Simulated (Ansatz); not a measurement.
# AlN: the cost of one run

All numbers below are computed with Ansatz 0.2.0 (DFT PBE, scalar-relativistic, plane waves, PAW).

5 further runs of the same task are left out: 1 that didn't finish, 4 set aside as unsound or not needed.

## Step 1: The structure to begin with

The cell holds 36 atoms (Al17EuN18): a = 7.387 Å, b = 7.387 Å, c = 7.387 Å, α = 78.93°, β = 78.93°, γ = 78.93°.

The coordinates of this cell stand in the input of its own run.

The host was relaxed before at PBE: a = 3.130 Å, b = 3.130 Å, c = 5.018 Å, α = 90.00°, β = 90.00°, γ = 120.00° (conventional cell), 10.645 Å³/atom.

Places, in fractions of the supercell: Eu in place of Al at (0.389, 0.722, 0.389). The start keeps the symmetry of the ideal site.

## Step 2: Band edges of the host over the zone

input.yaml

```yaml
crystal:
  lattice:
    - [3.1302036629, 0.0, 0.0]
    - [-1.5651018314, 2.7108358911, 0.0]
    - [0.0, 0.0, 5.0180193555]
  atoms:
    - { symbol: Al, position: [0.6666666667, 0.3333333333, 0.4992349453] }
    - { symbol: Al, position: [0.3333333333, 0.6666666667, 0.9992349453] }
    - { symbol: "N", position: [0.6666666667, 0.3333333333, 0.8807650547] }
    - { symbol: "N", position: [0.3333333333, 0.6666666667, 0.3807650547] }
basis:
  ecutwfc: 420
  xc_grid: 2
kpoints:
  mp_grid: { grid: [9, 9, 4] }
  band_path: { path: [VBM, CBM], npoints: 2 }
hamiltonian:
  xc: pbe
scf:
  occupations: { method: gaussian, width: 0.02 }
output:
  forces: true
  stress: true
  eigenvalues: true
```

Launch:

```console
$ ansatz run input.yaml --threads 8 --pin off --max-ram 16384MiB --backend cpu --events-out ev --progress --plain --runs-dir out
```

**Question.** How long does this run take on 8 threads of Intel Xeon at 2.50GHz (Skylake/Cascade Lake), shared host, and how much memory does it need?

About 2.2 s, with a peak of 0.38 GiB.
